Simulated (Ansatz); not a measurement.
## One atom moved over a plane in C

Computed with DFT r2SCAN, scalar-relativistic, plane waves, PAW in Ansatz 0.2.0. Cutoff 500 eV, Γ-centred 14×14×14 k-points, Gaussian smearing of 0.05 eV. No spin polarisation. Energies are free energies at this smearing, counted from the undisturbed cell; pressure is positive in compression.

Reference structure (relaxed at this level; this form isn't the usual structure):

```xyz
2
Lattice="0.0000 2.1268 3.5618 1.2279 0.0000 3.5618 1.2279 2.1268 0.0000" Properties=species:S:1:pos:R:3 pbc="T T T"
C     1.2279    0.7091    3.5618
C     1.2279    3.5444    3.5618
```

The cell holds layers and no dispersion correction was added, so their binding is poorly described.

Atom 1 (C) is moved by p along (0.707, 0.707, 0.000) and q along (0.000, 0.000, 1.000) (Å), all else fixed. Points are written (p, q).

Energy above the undisturbed cell in eV/cell (a dash: not computed):

```
 p \ q  -0.200  -0.100  0.000  0.100  0.200
-0.200    1.25       ?   0.98      ?   1.25
-0.100       ?       ?   0.26      ?      ?
 0.000    0.35    0.09   0.00   0.09   0.35
 0.100    0.62    0.38   0.30   0.38   0.62
 0.200    1.49    1.31   1.25   1.31   1.49
```

Fill in the withheld energies.

(-0.200, -0.100): 1.05; (-0.200, 0.100): 1.05; (-0.100, -0.200): 0.59; (-0.100, -0.100): 0.35; (-0.100, 0.100): 0.35; (-0.100, 0.200): 0.59.